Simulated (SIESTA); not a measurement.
## MnO in SIESTA: the effect of Hubbard term

Crystal: MnO.

```xyz
2
Lattice="0.0000 2.2239 2.2239 2.2239 0.0000 2.2239 2.2239 2.2239 0.0000" Properties=species:S:1:pos:R:3 pbc="T T T"
Mn    0.0000    0.0000    0.0000
O     2.2239    2.2239    2.2239
```

The cell is a database's computed one.

Alike in all runs:

```yaml
Program: SIESTA 5.4.2
Task: single point
Functional: PBE
Potentials_or_basis: PseudoDojo 0.4 standard (PBE files)
Basis: DZP (energy shift 0.003 Ry; two zetas on semicore shells)
Grid_cutoff: 800 Ry
Energy_shift: 0.003 Ry
k_mesh: 7 × 7 × 7
Occupations: fermi-dirac, width 0.05 eV
Spin: collinear spin, ferromagnetic start
Starting_moments: "[4.0, 0.0] μB"
Hubbard_projector_method: 1
U_from_the_first_cycle: yes
```

Task: One run gave: gap on the mesh 0.35 eV; pressure 10.2 GPa. Which Hubbard term did it use?
A. Mn d U = 6 eV
B. none
C. Mn d U = 2 eV
D. Mn d U = 4 eV
E. Mn d U = 8 eV

Result: D.

```tsv
Hubbard term	gap on the mesh (eV)	pressure (GPa)
none	none	1.3
Mn d U = 2 eV	none	7.9
Mn d U = 4 eV	0.35	10.2
Mn d U = 6 eV	0.66	12.5
Mn d U = 8 eV	0.89	14.6
```

Caveats: short orbitals over semicore shells can move pressures by several GPa; the basis of atomic orbitals isn't converged, which shifts pressures, moduli and gaps; a cell with one magnetic atom can't hold antiferromagnetic order, which such compounds often take; an odd mesh through Γ misses points on the zone boundary, where band edges often lie (some runs); semilocal functionals often make such compounds metallic where correlation or magnetic order opens a gap, which also shifts bond lengths (some runs).

A gap of «none» marks a metal or a gap under the smearing width.
